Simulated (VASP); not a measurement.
# ZnS (P6_3mc) in VASP: further runs

Runs on ZnS. Level: PBEsol. Tasks: single point.

Program: VASP 6.6.1. These are calculated values, not measurements. Logs are shortened: lines on timing, memory, paths and dates and some standing lists are left out, and cuts for length are marked.

**The experiment to reproduce.**

From a printed reference work, monograph, for a bulk crystal of ZnS at 4 K: band gap 3.911 eV (direct).

The results are compared with them further down.

### Step 1. The cell of the first run

The structure is hexagonal, space group P6_3mc (No. 186). The conventional cell has a = 3.785 Å, b = 3.785 Å, c = 18.575 Å, α = 90.00°, β = 90.00°, γ = 120.00°. Zn (site symmetry 3m) has 4 S at 2.32 Å within 3.1 Å. Zn (site symmetry 3m) has 4 S at 2.32 Å within 3.1 Å. Zn (site symmetry 3m) has 4 S at 2.32 Å within 3.1 Å. S (site symmetry 3m) has 4 Zn at 2.32 Å within 3.1 Å. Within 3.1 Å of S (site symmetry 3m) lie 4 Zn at 2.32 Å. Within 3.1 Å of S (site symmetry 3m) lie 4 Zn at 2.32 Å.

### Step 2. Single point, PBEsol

INCAR reads:

```
PREC     = Accurate       # precision mode
ENCUT    = 520            # plane-wave cutoff, eV
EDIFF    = 1E-6           # SCF threshold, eV
ISMEAR   = 0              # smearing method
SIGMA    = 0.05           # smearing width, eV
LREAL    = False          # projectors in reciprocal space
LASPH    = True           # aspherical terms in the spheres
NELM     = 100            # most SCF steps
ALGO     = Normal         # electronic algorithm
ISIF     = 2              # what is computed and relaxed
LWAVE    = False          # write WAVECAR
LCHARG   = False          # write CHGCAR
GGA      = PS             # functional
NBANDS   = 66             # bands
```

KPOINTS reads:

```
regular mesh
0
Gamma
  9 9 2
```

POSCAR reads:

```
ZnS
1.0
    3.7852258349      0.0000000000      0.0000000000
   -1.8926129174      3.2781017321      0.0000000000
    0.0000000000      0.0000000000     18.5748434008
Zn S
6 6
Direct
    0.0000000000      0.0000000000      0.0000277175
    0.0000000000      0.0000000000      0.5000277175
    0.3333333333      0.6666666667      0.1668215992
    0.6666666667      0.3333333333      0.6668215992
    0.6666666667      0.3333333333      0.3332753580
    0.3333333333      0.6666666667      0.8332753580
    0.0000000000      0.0000000000      0.1251125986
    0.0000000000      0.0000000000      0.6251125986
    0.3333333333      0.6666666667      0.2916367831
    0.6666666667      0.3333333333      0.7916367831
    0.6666666667      0.3333333333      0.4581259436
    0.3333333333      0.6666666667      0.9581259436
```

Potentials or basis: VASP PAW PBE potentials, release 64 (Zn, S).

The run is started by

```sh
$ cat potpaw_PBE.64/Zn/POTCAR potpaw_PBE.64/S/POTCAR > POTCAR
$ mpirun -np 1 vasp_std > vasp.out
```

OUTCAR:

```text
PREC = Accurate
   ENCUT = 520
   EDIFF = 1E-6
   ISMEAR = 0
   LREAL = False
   LASPH = True
   NELM = 100
   ISIF = 2
   GGA = PS

 ion  position               nearest neighbor table
   1  0.000  0.000  0.000-  12 2.32  12 2.32  12 2.32   7 2.32
   2  0.000  0.000  0.500-  11 2.32  11 2.32  11 2.32   8 2.32
   3  0.333  0.667  0.167-   9 2.32   7 2.32   7 2.32   7 2.32
   4  0.667  0.333  0.667-  10 2.32   8 2.32   8 2.32   8 2.32
   5  0.667  0.333  0.333-   9 2.32   9 2.32   9 2.32  11 2.32
   6  0.333  0.667  0.833-  10 2.32  10 2.32  10 2.32  12 2.32
   7  0.000  0.000  0.125-   3 2.32   3 2.32   3 2.32   1 2.32
   8  0.000  0.000  0.625-   4 2.32   4 2.32   4 2.32   2 2.32
   9  0.333  0.667  0.292-   5 2.32   5 2.32   5 2.32   3 2.32
  10  0.667  0.333  0.792-   6 2.32   6 2.32   6 2.32   4 2.32
  11  0.667  0.333  0.458-   5 2.32   2 2.32   2 2.32   2 2.32
  12  0.333  0.667  0.958-   6 2.32   1 2.32   1 2.32   1 2.32

  LATTYP: Found a hexagonal cell.
 ALAT       =     3.7852258349
 C/A-ratio  =     4.9071955574

  Lattice vectors:

 A1 = (   3.7852258349,   0.0000000000,   0.0000000000)
 A2 = (  -1.8926129174,   3.2781017321,   0.0000000000)
 A3 = (   0.0000000000,   0.0000000000,  18.5748434008)

Analysis of symmetry for initial positions (statically):
=====================================================================
 Subroutine PRICEL returns:
 Original cell was already a primitive cell.

 Routine SETGRP: Setting up the symmetry group for a
 hexagonal supercell.

 Subroutine GETGRP returns: Found 12 space group operations
 (whereof  6 operations were pure point group operations)
 out of a pool of 24 trial point group operations.

The static configuration has the point symmetry C_3v.
 The point group associated with its full space group is C_6v.

Analysis of symmetry for dynamics (positions and initial velocities):
=====================================================================
 Subroutine PRICEL returns:
 Original cell was already a primitive cell.

 Routine SETGRP: Setting up the symmetry group for a
 hexagonal supercell.

 Subroutine GETGRP returns: Found 12 space group operations
 (whereof  6 operations were pure point group operations)
 out of a pool of 24 trial point group operations.

The dynamic configuration has the point symmetry C_3v.
 The point group associated with its full space group is C_6v.

 Subroutine INISYM returns: Found 12 space group operations
 (whereof  6 operations are pure point group operations),
 and found     1 'primitive' translations

----------------------------------------------------------------------------------------

                                     Primitive cell

  volume of cell :     230.4833

  direct lattice vectors                    reciprocal lattice vectors
     3.785225835  0.000000000  0.000000000     0.264185030  0.152527298  0.000000000
    -1.892612917  3.278101732  0.000000000     0.000000000  0.305054596  0.000000000
     0.000000000  0.000000000 18.574843401     0.000000000  0.000000000  0.053836255

  length of vectors
     3.785225835  3.785225835 18.574843401     0.305054596  0.305054596  0.053836255

  position of ions in fractional coordinates (direct lattice)
     0.000000000  0.000000000  0.000027717
     0.000000000  0.000000000  0.500027717
     0.333333333  0.666666667  0.166821599
     0.666666667  0.333333333  0.666821599
     0.666666667  0.333333333  0.333275358
     0.333333333  0.666666667  0.833275358
     0.000000000  0.000000000  0.125112599
     0.000000000  0.000000000  0.625112599
     0.333333333  0.666666667  0.291636783
     0.666666667  0.333333333  0.791636783
     0.666666667  0.333333333  0.458125944
     0.333333333  0.666666667  0.958125944

  ion indices of the primitive-cell ions
   primitive index   ion index
                 1           1
                 2           2
                 3           3
                 4           4
                 5           5
                 6           6
                 7           7
                 8           8
                 9           9
                10          10
                11          11
                12          12

----------------------------------------------------------------------------------------

 KPOINTS: regular mesh

Automatic generation of k-mesh.
 Grid dimensions read from file:
 generate k-points for:    9    9    2

 Generating k-lattice:

  Cartesian coordinates                     Fractional coordinates (reciprocal lattice)
     0.029353892  0.016947478  0.000000000     0.111111111 -0.000000000  0.000000000
     0.000000000  0.033894955  0.000000000     0.000000000  0.111111111  0.000000000
     0.000000000  0.000000000  0.026918127     0.000000000  0.000000000  0.500000000

  Length of vectors
     0.033894955  0.033894955  0.026918127

  Shift w.r.t. Gamma in fractional coordinates (k-lattice)
     0.000000000  0.000000000  0.000000000

 Subroutine IBZKPT returns following result:
 ===========================================

 Found     24 irreducible k-points:

 Following reciprocal coordinates:
            Coordinates               Weight
  0.000000  0.000000  0.000000      1.000000
  0.111111 -0.000000  0.000000      6.000000
  0.222222  0.000000  0.000000      6.000000
  0.333333 -0.000000  0.000000      6.000000
  0.444444  0.000000  0.000000      6.000000
  0.111111  0.111111  0.000000      6.000000
[... 16 lines left out ...]
  0.333333  0.222222  0.500000     12.000000
  0.333333  0.333333  0.500000      2.000000
   k-points           NKPTS =     24   k-points in BZ     NKDIM =     24   number of bands    NBANDS=     66
   number of dos      NEDOS =    301   number of ions     NIONS =     12
   total plane-waves  NPLWV = 109760
   dimension x,y,z NGX =    28 NGY =   28 NGZ =  140
   dimension x,y,z NGXF=    56 NGYF=   56 NGZF=  280
   ions per type =               6   6
   NGX,Y,Z   is equivalent  to a cutoff of  12.30, 12.30, 12.53 a.u.
   NGXF,Y,Z  is equivalent  to a cutoff of  24.60, 24.60, 25.06 a.u.
 SYSTEM =  unknown system
   PREC   = accura    normal or accurate (medium, high low for compatibility)
   ISTART =      0    job   : 0-new  1-cont  2-samecut
   ICHARG =      2    charge: 1-file 2-atom 10-const
   ISPIN  =      1    spin polarized calculation?
   LNONCOLLINEAR =      F non collinear calculations
   LSORBIT =      F    spin-orbit coupling
   LASPH  =      T    aspherical Exc in radial PAW
   ENCUT  =  520.0 eV  38.22 Ry    6.18 a.u.   7.04  7.04 34.54*2*pi/ulx,y,z
   NELM   =    100;   NELMIN=  2; NELMDL= -5     # of ELM steps
   EDIFF  = 0.1E-05   stopping-criterion for ELM
   LREAL  =      F    real-space projection
   EDIFFG = 0.1E-04   stopping-criterion for IOM
   NSW    =      0    number of steps for IOM
   IBRION =     -1    ionic relax: 0-MD 1-quasi-New 2-CG
   NFREE  =      0    steps in history (QN), initial steepest desc. (CG)
   ISIF   =      2    stress and relaxation
   ISYM   =      2    0-nonsym 1-usesym 2-fastsym
   POTIM  = 0.5000    time-step for ionic-motion
   TEBEG  =    0.0;   TEEND  =   0.0 temperature during run
   PSTRESS=    0.0 pullay stress
   NELECT =     108.0000    total number of electrons
   NUPDOWN=      -1.0000    fix difference up-down
   EMIN   =  10.00;   EMAX   =-10.00  energy-range for DOS
   EFERMI =   0.00;   METHOD = LEGACY
   ISMEAR =     0;   SIGMA  =   0.05  broadening in eV -4-tet -1-fermi 0-gaus
   EFERMI_NEDOS =   21; number of points for ismear=-14 and -15
   IALGO  =     38    algorithm
   IMIX   =      4    mixing-type and parameters
     AMIX     =   0.40;   BMIX     =  1.00
     AMIX_MAG =   1.60;   BMIX_MAG =  1.00
  volume/ion in A,a.u.               =      19.21       129.61
  Fermi-wavevector in a.u.,A,eV,Ry     =   1.271558  2.402897 21.998724  1.616861
  Thomas-Fermi vector in A             =   2.404485
   LORBIT       =      0    0 simple, 1 ext, 2 COOP (PROOUT), +10 PAW based schemes
   GGA     = PS    functional components
   LHFCALC =     F    Hartree Fock is set to
   AEXX    =    0.0000 exact exchange contribution
   IVDW    =     0    specifies the selected vdW correction
   LEPSILON=     F    determine dielectric tensor
   LRPA    =     F    only Hartree local field effects (RPA)
 non-spin polarized calculation
 Gauss-broadening in eV      SIGMA  =   0.05
  energy-cutoff  :      520.00
  volume of cell :      230.48
 maximum number of plane-waves:      6236
   NGX = 15   NGY = 15   NGZ = 69

 number of electron     107.9999993 magnetization

 Free energy of the ion-electron system (eV)
  ---------------------------------------------------
  ext. energy  EPLUGINS =         0.00000000
  ---------------------------------------------------
  free energy    TOTEN  =       -45.52417830 eV

  energy without entropy =      -45.52417830  energy(sigma->0) =      -45.52417830

 E-fermi :   2.5114     XC(G=0):  -9.9733

 val. band max:        2.2729573943   @ k =   0.0000   0.0000   0.0000
 cond. band min:       4.3904664572   @ k =   0.0000   0.0000   0.0000
 fundamental gap:      2.1175090629
 Fermi energy:         2.5114102236

 k-point     1 :       0.0000    0.0000    0.0000
  band No.  band energies     occupation
      1     -11.0830      2.00000
      2     -10.8710      2.00000
      3     -10.8625      2.00000
      4     -10.3785      2.00000
      5     -10.3686      2.00000
      6     -10.0859      2.00000
[... 58 lines left out ...]
     65       8.6109      0.00000
     66       8.7553      0.00000

 k-point     2 :       0.1111   -0.0000    0.0000
  band No.  band energies     occupation
      1     -10.9948      2.00000
      2     -10.7895      2.00000
      3     -10.7811      2.00000
      4     -10.3157      2.00000
      5     -10.3057      2.00000
      6     -10.0366      2.00000
[... 1576 lines left out ...]
     65       9.0586      0.00000
     66       9.0586      0.00000

------------------------ aborting loop because EDIFF is reached ----------------------------------------

  FORCE on cell =-STRESS in cart. coord.  units (eV):
  Direction    XX          YY          ZZ          XY          YZ          ZX
  --------------------------------------------------------------------------------------
  -------------------------------------------------------------------------------------
  Total        0.3650219      0.3650219      0.3615196      0.0000000      0.0000000      0.0000000
  in kB        2.5374066      2.5374066      2.5130610      0.0000000      0.0000000      0.0000000
  external PRESSURE =       2.5292914 kB  Pullay stress =       0.0000000 kB

 VOLUME and BASIS-vectors are now :
 -----------------------------------------------------------------------------
  energy-cutoff  :      520.00
  volume of cell :      230.48
      direct lattice vectors                 reciprocal lattice vectors
     3.785225835  0.000000000  0.000000000     0.264185030  0.152527298  0.000000000
    -1.892612917  3.278101732  0.000000000     0.000000000  0.305054596  0.000000000
     0.000000000  0.000000000 18.574843401     0.000000000  0.000000000  0.053836255

 POSITION                                       TOTAL-FORCE (eV/Angst)
 -----------------------------------------------------------------------------------
      0.00000      0.00000      0.00051        -0.000000      0.000000      0.000014
      0.00000      0.00000      9.28794        -0.000000     -0.000000      0.000014
     -0.00000      2.18540      3.09869         0.000000      0.000000      0.003735
      1.89261      1.09270     12.38611        -0.000000     -0.000000      0.003735
      1.89261      1.09270      6.19054         0.000000      0.000000     -0.000559
     -0.00000      2.18540     15.47796        -0.000000     -0.000000     -0.000559
      0.00000      0.00000      2.32395         0.000000     -0.000000     -0.000944
      0.00000      0.00000     11.61137        -0.000000      0.000000     -0.000944
     -0.00000      2.18540      5.41711        -0.000000     -0.000000     -0.001433
      1.89261      1.09270     14.70453         0.000000     -0.000000     -0.001433
      1.89261      1.09270      8.50962         0.000000     -0.000000     -0.000813
     -0.00000      2.18540     17.79704        -0.000000      0.000000     -0.000813
 -----------------------------------------------------------------------------------
    total drift:                               -0.000003     -0.000004     -0.000347

  FREE ENERGIE OF THE ION-ELECTRON SYSTEM (eV)
  ---------------------------------------------------
  free  energy   TOTEN  =       -45.5241783046 eV

  energy  without entropy=      -45.5241783046  energy(sigma->0) =      -45.52417830
```

Wall time 10 min (1 thread of Oxide Virtual Turin-like, shared host); peak memory 0.44 GiB.

What came out:

* Free energy: -45.5242 eV
* Pressure: 0.3 GPa
* Largest force: 0.004 eV/Å
* Band gap on the k mesh: 2.12 eV

Forces in eV/Å, atoms in the order of the input:
```
Zn   0.000  0.000  0.000
Zn   0.000  0.000  0.000
Zn   0.000  0.000  0.004
Zn   0.000  0.000  0.004
Zn   0.000  0.000 -0.001
Zn   0.000  0.000 -0.001
S    0.000  0.000 -0.001
S    0.000  0.000 -0.001
S    0.000  0.000 -0.001
S    0.000  0.000 -0.001
S    0.000  0.000 -0.001
S    0.000  0.000 -0.001
```

Caveat: the PAW data sets were made with another functional, which shifts forces and pressure a little.

### Step 3. Single point, PBEsol (19.21 Å³/atom, c/a of the conventional cell at fixed volume 4.6455)

INCAR reads:

```
PREC = Accurate
ENCUT = 520
EDIFF = 1E-6
ISMEAR = 0
SIGMA = 0.05
LREAL = F
LASPH = T
NELM = 100
ALGO = Normal
ISIF = 2
LWAVE = F
LCHARG = F
GGA = PS
NBANDS = 66
```

KPOINTS reads:

```
Automatic mesh
0
Gamma
  9 9 2
```

Changes to POSCAR since step 2:

```diff
@@ -2,5 +2,5 @@
 1.0
-    3.7852258349      0.0000000000      0.0000000000
-   -1.8926129174      3.2781017321      0.0000000000
-    0.0000000000      0.0000000000     18.5748434008
+    3.8550092925      0.0000000000      0.0000000000
+   -1.9275046462      3.3385359792      0.0000000000
+    0.0000000000      0.0000000000     17.9084456684
 Zn S
```

Potentials or basis: VASP PAW PBE potentials, release 64 (Zn, S).

The run is started by

```sh
$ cat potpaw_PBE.64/Zn/POTCAR potpaw_PBE.64/S/POTCAR > POTCAR
$ mpirun -np 1 vasp_std > vasp.out
```

It took 9.9 min on 1 thread of Oxide Virtual Turin-like, shared host; peak memory 0.46 GiB.

The run converged. Its results:

- Free energy: -45.2979 eV
- Pressure: 0.7 GPa
- Largest force: 0.490 eV/Å
- Band gap on the k mesh: 2.02 eV

Forces on the atoms (eV/Å):
```
Zn   0.000  0.000 -0.477
Zn   0.000  0.000 -0.477
Zn   0.000  0.000 -0.486
Zn   0.000  0.000 -0.486
Zn   0.000  0.000 -0.487
Zn   0.000  0.000 -0.487
S    0.000  0.000  0.489
S    0.000  0.000  0.489
S    0.000  0.000  0.490
S    0.000  0.000  0.490
S    0.000  0.000  0.471
S    0.000  0.000  0.471
```

Stress tensor (GPa, compression positive):
```
-2.25  0.00  0.00
 0.00 -2.25  0.00
 0.00  0.00  6.60
```

Levels at points of the mesh, in eV from the valence-band top:
```
           k point  band 51  band 52  band 53  band 54  band 55  band 56  band 57  band 58
(0.00, 0.00, 0.00)    -0.44    -0.13    -0.13     0.00     2.02     2.74     2.89     2.99
(0.00, 0.00, 0.50)    -0.22    -0.22    -0.22    -0.22     2.48     2.48     2.79     2.79
```

Caveat: the cell differs from its parent crystal (c/a of the conventional cell at fixed volume 4.6455); the stress differs along the axes, from -2 to 7 GPa; the PAW data sets were made with another functional, which shifts forces and pressure a little. A k mesh can miss the band edges.

[end of part 1 of 2]
